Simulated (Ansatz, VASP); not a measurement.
## Two plane-wave programs on BN

Contents of INCAR:

```
PREC = Accurate
ENCUT = 520
EDIFF = 1E-6
ISMEAR = 0
SIGMA = 0.05
LREAL = F
LASPH = T
NELM = 80
ALGO = Normal
ISIF = 2
LWAVE = F
LCHARG = T
GGA = PS
LELF = T
LVHAR = T
NBANDS = 16
```

File KPOINTS:

```
regular mesh
0
Gamma
  12 12 4
```

The input POSCAR:

```
BN
1.0
    2.5099983704      0.0000000000      0.0000000000
   -1.2549991852      2.1737223522      0.0000000000
    0.0000000000      0.0000000000      6.6900000000
B N
2 2
Direct
    0.0000000000      0.0000000000      0.5000000000
    0.3333333333      0.6666666667      0.0000000000
    0.0000000000      0.0000000000      0.0000000000
    0.6666666667      0.3333333333      0.5000000000
```

Input for Ansatz:

```yaml
crystal:
  lattice:
    - [2.5099983704, 0.0, 0.0]
    - [-1.2549991852, 2.1737223522, 0.0]
    - [0.0, 0.0, 6.69]
  atoms:
    - { symbol: B, position: [0.0, 0.0, 0.5] }
    - { symbol: B, position: [0.3333333333, 0.6666666667, 0.0] }
    - { symbol: "N", position: [0.0, 0.0, 0.0] }
    - { symbol: "N", position: [0.6666666667, 0.3333333333, 0.5] }
basis:
  ecutwfc: 420
kpoints:
  mp_grid: { grid: [12, 12, 4] }
hamiltonian:
  xc: pbesol
scf:
  occupations: { method: gaussian, width: 0.05 }
output:
  forces: true
  stress: true
  eigenvalues: true
```

Measurements of this composition are mostly on another form, of space group No. 194.

Alike in both runs: task single point; functional PBEsol; k mesh 12 × 12 × 4; occupations gaussian, width 0.05 eV; no spin polarisation.

|  | VASP | Ansatz |
| --- | --- | --- |
| version | VASP 6.6.1 | Ansatz 0.2.0 |
| potentials or method | VASP PAW PBE potentials, release 64 (B, N) | scalar-relativistic, plane waves, PAW |
| plane-wave cutoff (eV) | 520 | 420 |
| valence electrons in the cell | 16 | 16 |

```tsv
	VASP	Ansatz	Ansatz less VASP
gap on the k mesh at the Fermi level (eV)	4.26	4.27	+0.010
least direct gap on the mesh (eV)	4.40	4.41	+0.007
pressure (GPa)	-1.1	-1.4	-0.30
largest component of the traceless stress (GPa)	1.62	2.05	+0.433
```

Caveats: the PAW data sets were made with another functional, which shifts forces and pressure a little (VASP); this functional lacks dispersion, which binds the layers, so the pressure and a relaxed spacing across them are unreliable. A hybrid or GW would open this gap; PBEsol tends to underestimate it. A k mesh can miss the band edges.
